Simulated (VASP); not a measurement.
# Co in VASP: reference runs

Aim: a first look at Co with PBE, on the cell as given.

All numbers are computed with VASP 6.6.1; they aren't measurements. Logs are shortened: lines on timing, memory, paths and dates and some standing lists are left out, and cuts for length are marked.

## (1) The undisturbed slab

The cell holds a slab with vacuum, 5 atoms: a = 2.487 Å, b = 2.487 Å, c = 23.127 Å, α = 90.00°, β = 90.00°, γ = 120.00°.

The slab is cut from a database's or a generator's crystal, which needn't be the stable form of the element.

## (2) Single point, PBE, collinear spin, ferromagnetic start (the (0 0 1) slab of Co, cut from the database cell, not relaxed)

INCAR

```
  PREC = Accurate
  ENCUT = 520
  EDIFF = 1E-7
  ISMEAR = -1
  SIGMA = 0.05
  LREAL = F
  LASPH = T
  NELM = 150
  ALGO = Normal
  ISIF = 2
  LWAVE = F
  LCHARG = T
  ISPIN = 2
  MAGMOM = 2 2 2 2 2
  LORBIT = 11
  LMAXMIX = 4
  LDIPOL = T
  IDIPOL = 3
  DIPOL = 0.5 0.5 0.499
  GGA = PE
  LELF = T
  LVHAR = T
  LVACPOTAV = T
  NBANDS = 34
```

KPOINTS

```
regular mesh
0
Gamma
  12 12 1
```

POSCAR

```
Co
1.0
    2.4873648738      0.0000000000      0.0000000000
   -1.2436824369      2.1541211692      0.0000000000
    0.0000000000      0.0000000000     23.1265790068
Co
5
Direct
    0.6666666700      0.3333333400      0.3243021805
    0.3333333300      0.6666666600      0.4086859779
    0.6666666700      0.3333333400      0.5000000000
    0.3333333300      0.6666666600      0.5843837973
    0.6666666700      0.3333333400      0.6756978195
```

Potentials or basis: VASP PAW PBE potentials, release 64 (Co).

Command:

```
> cat potpaw_PBE.64/Co/POTCAR > POTCAR
> mpirun -np 1 vasp_std > vasp.out
```

OUTCAR:

```text
PREC = Accurate
   ENCUT = 520
   EDIFF = 1E-7
   ISMEAR = -1
   LREAL = F
   LASPH = T
   NELM = 150
   ISIF = 2
   ISPIN = 2
   LORBIT = 11
   GGA = PE

 ion  position               nearest neighbor table
   1  0.667  0.333  0.324-   2 2.42   2 2.42   2 2.42
   2  0.333  0.667  0.409-   1 2.42   1 2.42   1 2.42   3 2.55   3 2.55   3 2.55
   3  0.667  0.333  0.500-   4 2.42   4 2.42   4 2.42   2 2.55   2 2.55   2 2.55
   4  0.333  0.667  0.584-   3 2.42   3 2.42   3 2.42   5 2.55   5 2.55   5 2.55
   5  0.667  0.333  0.676-   4 2.55   4 2.55   4 2.55

  LATTYP: Found a hexagonal cell.
 ALAT       =     2.4873648738
 C/A-ratio  =     9.2976222549

  Lattice vectors:

 A1 = (   2.4873648738,   0.0000000000,   0.0000000000)
 A2 = (  -1.2436824369,   2.1541211692,   0.0000000000)
 A3 = (   0.0000000000,   0.0000000000,  23.1265790068)

Analysis of symmetry for initial positions (statically):
=====================================================================
 Subroutine PRICEL returns:
 Original cell was already a primitive cell.

 Routine SETGRP: Setting up the symmetry group for a
 hexagonal supercell.

 Subroutine GETGRP returns: Found  6 space group operations
 (whereof  6 operations were pure point group operations)
 out of a pool of 24 trial point group operations.

The static configuration has the point symmetry C_3v.

Analysis of symmetry for dynamics (positions and initial velocities):
=====================================================================
 Subroutine PRICEL returns:
 Original cell was already a primitive cell.

 Routine SETGRP: Setting up the symmetry group for a
 hexagonal supercell.

 Subroutine GETGRP returns: Found  6 space group operations
 (whereof  6 operations were pure point group operations)
 out of a pool of 24 trial point group operations.

The dynamic configuration has the point symmetry C_3v.

Analysis of structural, dynamic, and magnetic symmetry:
=====================================================================
 Subroutine PRICEL returns:
 Original cell was already a primitive cell.

 Routine SETGRP: Setting up the symmetry group for a
 hexagonal supercell.

 Subroutine GETGRP returns: Found  6 space group operations
 (whereof  6 operations were pure point group operations)
 out of a pool of 24 trial point group operations.
[... 132 lines left out ...]
 spin polarized calculation
  energy-cutoff  :      520.00
  volume of cell :      123.91
 maximum number of plane-waves:      3364
   NGX =  9   NGY =  9   NGZ = 87

 number of electron      45.0000000 magnetization      10.0000000

 dipolmoment           0.000000      0.000000     -0.000014 electrons x Angstroem

 number of electron      45.0000013 magnetization       8.5214026

 dipolmoment           0.000000      0.000000      0.002305 electrons x Angstroem

 Free energy of the ion-electron system (eV)
  ---------------------------------------------------
  ext. energy  EPLUGINS =         0.00000000
  ---------------------------------------------------
  free energy    TOTEN  =       -33.68587338 eV

  energy without entropy =      -33.63704542  energy(sigma->0) =      -33.66145940

 E-fermi :   1.8243     XC(G=0):  -6.7021

 val. band max:        1.8190067068   @ k =   0.1667  -0.0000   0.0000
 cond. band min:       1.8373534876   @ k =   0.1667   0.0833   0.0000
 fundamental gap:      0.0183467808
 Fermi energy:         1.8242588878

 spin component 1

 k-point     1 :       0.0000    0.0000    0.0000
  band No.  band energies     occupation
      1      -6.8125      1.00000
      2      -5.9109      1.00000
      3      -4.6246      1.00000
      4      -3.6469      1.00000
      5      -3.3881      1.00000
      6      -1.2493      1.00000
[... 692 lines left out ...]
     33       8.9402      0.00000
     34      10.6173      0.00000
 Fermi energy:         1.8242588878

 spin component 2

 k-point     1 :       0.0000    0.0000    0.0000
  band No.  band energies     occupation
      1      -6.7889      1.00000
      2      -5.8680      1.00000
      3      -4.4916      1.00000
      4      -3.1595      1.00000
      5      -2.5217      1.00000
      6       0.1728      1.00000
[... 692 lines left out ...]
     33       9.6097      0.00000
     34      11.1516      0.00000

------------------------ aborting loop because EDIFF is reached ----------------------------------------

  FORCE on cell =-STRESS in cart. coord.  units (eV):
  Direction    XX          YY          ZZ          XY          YZ          ZX
  --------------------------------------------------------------------------------------
  -------------------------------------------------------------------------------------
  Total       -1.4226471     -1.4226471     -1.3512231      0.0000000      0.0000000      0.0000000
  in kB      -18.3944470    -18.3944470    -17.4709539      0.0000000      0.0000000      0.0000000
  external PRESSURE =     -18.0866160 kB  Pullay stress =       0.0000000 kB

 VOLUME and BASIS-vectors are now :
 -----------------------------------------------------------------------------
  energy-cutoff  :      520.00
  volume of cell :      123.91
      direct lattice vectors                 reciprocal lattice vectors
     2.487364874  0.000000000  0.000000000     0.402031889  0.232113220  0.000000000
    -1.243682437  2.154121169  0.000000000     0.000000000  0.464226439  0.000000000
     0.000000000  0.000000000 23.126579007     0.000000000  0.000000000  0.043240291

 POSITION                                       TOTAL-FORCE (eV/Angst)
 -----------------------------------------------------------------------------------
      1.24368      0.71804      7.50000        -0.000000     -0.000000      0.036660
      0.00000      1.43608      9.45151         0.000000      0.000000      0.236814
      1.24368      0.71804     11.56329         0.000000     -0.000000     -0.547461
      0.00000      1.43608     13.51480         0.000000      0.000000      0.857360
      1.24368      0.71804     15.62658         0.000000      0.000000     -0.583374
 -----------------------------------------------------------------------------------
    total drift:                               -0.000000      0.000000     -0.000164

  FREE ENERGIE OF THE ION-ELECTRON SYSTEM (eV)
  ---------------------------------------------------
  free  energy   TOTEN  =       -33.6858733752 eV

  energy  without entropy=      -33.6370454223  energy(sigma->0) =      -33.66145940

 vacuum level on the upper side and lower side of the slab         6.809         6.731

 total charge

# of ion       s       p       d       tot
------------------------------------------
    1        0.489   0.415   7.245   8.150
    2        0.487   0.521   7.259   8.267
    3        0.491   0.521   7.263   8.274
    4        0.487   0.519   7.261   8.267
    5        0.474   0.385   7.211   8.070
--------------------------------------------------
tot          2.428   2.361  36.239  41.028

 magnetization (x)

# of ion       s       p       d       tot
------------------------------------------
    1       -0.009  -0.033   1.788   1.746
    2       -0.014  -0.049   1.769   1.706
    3       -0.011  -0.048   1.723   1.664
    4       -0.013  -0.047   1.761   1.701
    5       -0.008  -0.035   1.833   1.790
--------------------------------------------------
tot         -0.055  -0.211   8.874   8.607
```

OSZICAR:

```text
N       E                     dE             d eps       ncg     rms          rms(c)
DAV:   1     0.332562738091E+03    0.33256E+03   -0.19901E+04  2584   0.144E+03
DAV:   2    -0.159877059365E+02   -0.34855E+03   -0.32705E+03  2586   0.313E+02
DAV:   3    -0.383103865564E+02   -0.22323E+02   -0.21016E+02  2782   0.115E+02
[... 37 lines left out ...]
DAV:  41    -0.336858730234E+02   -0.10008E-04   -0.29777E-07  1950   0.306E-03    0.419E-03
DAV:  42    -0.336858769295E+02   -0.39061E-05   -0.33897E-07  1922   0.281E-03    0.371E-03
DAV:  43    -0.336858752261E+02    0.17034E-05   -0.14792E-07  1920   0.341E-03    0.254E-03
DAV:  44    -0.336858739104E+02    0.13157E-05   -0.40593E-08  1804   0.241E-03    0.168E-03
DAV:  45    -0.336858733224E+02    0.58806E-06   -0.35310E-08  1812   0.200E-03    0.110E-03
DAV:  46    -0.336858733752E+02   -0.52883E-07   -0.31151E-08  1726   0.170E-03
   1 F= -.33685873E+02 E0= -.33661459E+02  d E =-.488280E-01  mag=     8.5215
```

stdout:

```text
POSCAR found type information on POSCAR Co
 POSCAR found :  1 types and       5 ions
 scaLAPACK will be used
 LDA part: xc-table for (Slater+PW92), standard interpolation
 POSCAR, INCAR and KPOINTS ok, starting setup
 FFT: planning ... GRIDC
 FFT: planning ... GRID_SOFT
 FFT: planning ... GRID
 WAVECAR not read
 entering main loop
 -----------------------------------------------------------------------------
|                                                                             |
|           W    W    AA    RRRRR   N    N  II  N    N   GGGG   !!!           |
|           W    W   A  A   R    R  NN   N  II  NN   N  G    G  !!!           |
|           W    W  A    A  R    R  N N  N  II  N N  N  G       !!!           |
|           W WW W  AAAAAA  RRRRR   N  N N  II  N  N N  G  GGG   !            |
|           WW  WW  A    A  R   R   N   NN  II  N   NN  G    G                |
|           W    W  A    A  R    R  N    N  II  N    N   GGGG   !!!           |
|                                                                             |
|     Did not find any points to average over, which means that no vacuum     |
|     field-free region was found. Please increase the size of  your cell     |
|     in the dimension of the dipole correction to obtain accurate            |
|     workfunction values.                                                    |
|                                                                             |
 -----------------------------------------------------------------------------
```

It took 5.5 min on 1 thread of Intel Xeon 6975P-C (Granite Rapids), shared host; peak memory 0.32 GiB.

What came out:

| Item | Value |
| --- | --- |
| Free energy | -33.6859 eV |
| Largest force | 0.857 eV/Å |
| Band gap on the k mesh | none (metal or under the smearing width) |
| Net moment | 8.52 μB per cell |
| Site moments | Co +1.75, +1.71, +1.66, +1.70, +1.79 μB |
| Valence electrons inside the program's atomic spheres | Co 8.15, 8.27, 8.07 |
| Work function of the upper face | 4.98 eV |
| Work function of the lower face | 4.91 eV |

Forces in eV/Å, atoms in the order of the input:
```
Co   0.000  0.000  0.037
Co   0.000  0.000  0.237
Co   0.000  0.000 -0.547
Co   0.000  0.000  0.857
Co   0.000  0.000 -0.583
```
